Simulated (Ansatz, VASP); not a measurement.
**ZnCu in VASP and in Ansatz**

The input INCAR:

```
ALGO = Normal ; EDIFF = 1E-6
ENCUT = 520 ; GGA = PS
ISIF = 2 ; ISMEAR = 0
LASPH = True ; LCHARG = False
LREAL = False ; LWAVE = False
NBANDS = 18 ; NELM = 100
PREC = Accurate ; SIGMA = 0.1
```

Contents of KPOINTS:

```
k-points
0
Gamma
  6 6 6
```

POSCAR

```
ZnCu
1.0
    2.9450000000      0.0000000000      0.0000000000
    0.0000000000      2.9450000000      0.0000000000
    0.0000000000      0.0000000000      2.9450000000
Zn Cu
1 1
Direct
    0.5000000000      0.5000000000      0.5000000000
    0.0000000000      0.0000000000      0.0000000000
```

Input for Ansatz:

```yaml
crystal:
  lattice:
    - [2.945, 0.0, 0.0]
    - [0.0, 2.945, 0.0]
    - [0.0, 0.0, 2.945]
  atoms:
    - { symbol: Zn, position: [0.5, 0.5, 0.5] }
    - { symbol: Cu, position: [0.0, 0.0, 0.0] }
basis:
  ecutwfc: 420
kpoints:
  mp_grid: { grid: [6, 6, 6] }
hamiltonian:
  xc: pbesol
scf:
  occupations: { method: gaussian, width: 0.1 }
output:
  forces: true
  stress: true
  eigenvalues: true
```

Alike in both runs: task single point; functional PBEsol; k mesh 6 × 6 × 6; occupations gaussian, width 0.1 eV; no spin polarisation.

|  | VASP | Ansatz |
| --- | --- | --- |
| version | VASP 6.6.1 | Ansatz 0.2.0 |
| potentials or method | VASP PAW PBE potentials, release 64 (Zn, Cu) | scalar-relativistic, plane waves, PAW |
| plane-wave cutoff (eV) | 520 | 420 |
| valence electrons in the cell | 23 | 31 |

Ansatz gave:

| Item | Value |
| --- | --- |
| gap on the k mesh at the Fermi level (eV) | none |
| pressure (GPa) | -4.1 |

Estimate VASP's values.

gap on the k mesh at the Fermi level (eV): none; pressure (GPa): -3.5.

A gap of «none» marks a metal or a gap that the smearing closes. With one functional, cell and mesh, what is left measures potentials, basis and numerics. The two sets of potentials don't hold the same shells in valence.

Caveats: the PAW data sets were made with another functional, which shifts forces and pressure a little (VASP).
